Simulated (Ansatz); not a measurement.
Sb:

```
Sb
1.0
    -1.87134    1.87134    1.87134
     1.87134   -1.87134    1.87134
     1.87134    1.87134   -1.87134
Sb
1
Cartesian
  0.0000 0.0000 0.0000
```

This isn't the form of Sb at room conditions, which is rhombohedral.

```yaml
Program: Ansatz 0.2.0
Task: relaxation of cell and atoms
Functional: BLYP
Dispersion: D3(BJ)
Potentials_or_basis: Ansatz PAW
Cutoff: "420 eV (not typed: the program's choice for these potentials)"
k_mesh: 10 × 10 × 10
Occupations: fermi-dirac, width 0.05 eV
Spin: no spin polarisation
```

At the start: volume 26.21 Å³/atom.

How do energy, volume and symmetry change on relaxing?

It ends after 4 steps and the volume is 26.89 Å³/atom (+2.6 %); space group Im-3m (No. 229, to 0.05 Å).

The path:
| step | energy change (eV) | largest force (eV/Å) | volume (Å³) |
| --- | --- | --- | --- |
| 1 | 0.0000 | 0.0000 | 26.21 |
| 2 | -0.0026 | 0.0000 | 27.11 |
| 3 | -0.0031 | 0.0000 | 26.89 |
| 4 | -0.0032 | 0.0000 | 26.89 |

Final structure:
```
Sb
1.0
    -1.88732    1.88732    1.88732
     1.88732   -1.88732    1.88732
     1.88732    1.88732   -1.88732
Sb
1
Direct
  0.00000 0.00000 0.00000
```

Caveat: the plane-wave basis is chosen anew once the cell has moved, so the energies of steps on either side of that aren't comparable; pairwise dispersion overbinds metals, which lowers pressure and volume; the PAW data sets come from PBE, with cores solved anew for the run's functional, which leaves a small shift of forces and pressure.
